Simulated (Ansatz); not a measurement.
**The polar optical mode of CsCl at 40 GPa, worked through**

Method: Ansatz, DFT LDA, scalar-relativistic, plane waves, PAW. Plane waves to 420 eV; Γ-centred k mesh 8×8×8; fixed occupations. No spin polarisation. Phonons by linear response, acoustic sum rule imposed.

The cell, relaxed at 40 GPa:
```cif
data_structure
_symmetry_space_group_name_H-M 'Pm-3m'
_symmetry_Int_Tables_number 221
_cell_length_a 3.3808
_cell_length_b 3.3808
_cell_length_c 3.3808
_cell_angle_alpha 90.000
_cell_angle_beta 90.000
_cell_angle_gamma 90.000
_cell_volume 38.64
loop_
_atom_site_label
_atom_site_type_symbol
_atom_site_symmetry_multiplicity
_atom_site_Wyckoff_symbol
_atom_site_fract_x
_atom_site_fract_y
_atom_site_fract_z
_atom_site_occupancy
Cs1 Cs 1 a 0.00000 0.00000 0.00000 1
Cl1 Cl 1 b 0.50000 0.50000 0.50000 1
```

Spin–orbit coupling is left out, which matters for heavy elements. Other phases may be more stable at this pressure.

Linear response gives ν_TO = 286.6 cm⁻¹, Born charges ±1.530 e (positive on Cs) and ε∞ = 4.827. The primitive cell holds 38.642 Å³, and the masses are 132.905 and 35.450 amu.

Q: Find ν_LO and the static dielectric constant.

A: The long-wave field adds a restoring force: ω_LO² − ω_TO² = Z*²e²/(ε_vac ε∞ μV). In these units ν_LO² − ν_TO² = 4.92064×10⁷ Z*²/(μ V ε∞) cm⁻², with μ = m₁m₂/(m₁ + m₂) = 27.985 amu: 22056 cm⁻². So ν_LO = √(286.6² + 22056) = 322.8 cm⁻¹, and the run gives 322.8. Lyddane–Sachs–Teller then gives ε0 = ε∞ (ν_LO/ν_TO)² = 6.12, against 6.12 in the run (it forms both from the same three quantities, so the match checks the arithmetic only). Between ν_TO and ν_LO the dielectric function is negative and an undamped crystal reflects fully: a reststrahlen band from 31.0 to 34.9 μm.

Q: What do the Clausius–Mossotti polarisability and the Szigeti charge come to?

A: With the Lorentz local field, α = (3V/4π)(ε∞ − 1)/(ε∞ + 2) = 5.17 Å³ for the pair, and e_S = 3Z*/(ε∞ + 2) = 0.67 e. The Born charge includes the electrons' response to the dipole's own local field, and e_S takes that enhancement out. The Lorentz field assumes point-like polarisable ions, a poor picture once ε∞ is this large, since the electron clouds then overlap or are shared, so both numbers are formal here.

Q: How strongly does a slow electron couple to the LO mode?

A: For one isotropic parabolic band, Fröhlich's constant is α_F = (1/ε∞ − 1/ε0) √(m* Ry/ħω_LO), with Ry = 13.606 eV, ħω_LO = 40.0 meV and m* in free-electron masses: α_F = 0.0438 × 18.44 × √m* = 0.81 √m*. The band mass isn't part of this run; for m* = 0.1, 0.3 and 1 it gives 0.26, 0.44, 0.81. In weak coupling the polaron lies α_F ħω_LO below the band edge (18 meV at m* = 0.3) with a mass m*(1 + α_F/6); past α_F of about 5 or 6 that expansion fails. A semilocal functional's ε∞ tends to be too large, which taken alone lowers α_F.

Cost: 1 run of about 0.65 core-minutes, on Arm Neoverse N1 (shared hosts).